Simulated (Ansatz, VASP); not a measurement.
## PtSe2: VASP beside Ansatz

```
CELL_PARAMETERS angstrom
3.57504 0.00000 0.00000
-1.78752 3.09608 0.00000
0.00000 0.00000 5.06200
ATOMIC_POSITIONS crystal
Pt 0.00000 0.00000 0.00000
Se 0.33333 0.66667 0.25000
Se 0.66667 0.33333 0.75000
```

Change from the starting cell: strain -0.040 along x and y, +0.000 along z, atoms carried along.

Alike in both runs: task single point; functional PBEsol; k mesh 12 × 12 × 10; occupations gaussian, width 0.15 eV; no spin polarisation.

|  | VASP | Ansatz |
| --- | --- | --- |
| version | VASP 6.6.1 | Ansatz 0.2.0 |
| potentials or method | VASP PAW PBE potentials, release 64 (Pt, Se) | scalar-relativistic, plane waves, PAW |
| plane-wave cutoff (eV) | 520 | 420 |
| valence electrons in the cell | 22 | 50 |

```tsv
	VASP	Ansatz	Ansatz less VASP
gap on the k mesh at the Fermi level (eV)	none	none	-
pressure (GPa)	17.8	17.5	-0.24
largest component of the traceless stress (GPa)	5.94	5.87	-0.067
rms of the force components (eV/Å)	0.698	0.684	-0.0141
```

Atom by atom the forces differ by 0.014 eV/Å (rms over components). A gap of «none» marks a metal or a gap that the smearing closes. The two sets of potentials don't hold the same shells in valence.

Caveats: so large a pressure means that the cell lies far from this level's equilibrium, or that cutoff or potentials fall short (VASP); the potentials were made for another functional, which shifts forces and pressure (VASP). The runs have no spin-orbit coupling, so splittings on Pt are missing.
